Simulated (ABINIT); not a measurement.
Crystal: Al.

```
CELL_PARAMETERS angstrom
2.81246 0.00000 0.00000
-1.40623 2.43566 0.00000
0.00000 0.00000 4.86685
ATOMIC_POSITIONS crystal
Al 0.33333 0.66667 0.25000
Al 0.66667 0.33333 0.75000
```

This isn't the form of Al at room conditions, which is fcc.

* Program: ABINIT 10.8.3 (patched build)
* Task: relaxation of cell and atoms
* Functional: r2SCAN
* Potentials or basis: JTH PAW PBE v2.0
* Cutoff: 490 eV
* k mesh: 11 × 11 × 6
* Occupations: fermi-dirac, width 0.05 eV
* Spin: no spin polarisation

At the start: pressure -2.3 GPa; volume 16.67 Å³/atom.

**Question.** How do energy, volume and symmetry change on relaxing?

**Answer.** Over 6 steps the energy falls by 15.1 meV/atom and the volume is 16.14 Å³/atom (-3.2 %); space group P6_3/mmc (No. 194, to 0.05 Å).

The path:
```csv
step,energy change (eV),largest force (eV/Å),pressure (GPa),volume (Å³)
1,0.0000,0.0000,-2.31,33.34
2,-0.0072,0.0000,-1.84,33.10
3,-0.0281,0.0000,1.01,31.93
4,-0.0290,0.0000,0.92,31.96
5,-0.0301,0.0000,0.01,32.28
6,-0.0301,0.0000,0.00,32.28
```

Final structure:
```
CELL_PARAMETERS angstrom
2.82473 0.00000 0.00000
-1.41236 2.44629 0.00000
0.00000 0.00000 4.67185
ATOMIC_POSITIONS crystal
Al 0.33333 0.66667 0.25000
Al 0.66667 0.33333 0.75000
```

Caveat: the PAW data sets were made with another functional, which shifts forces and pressure a little.
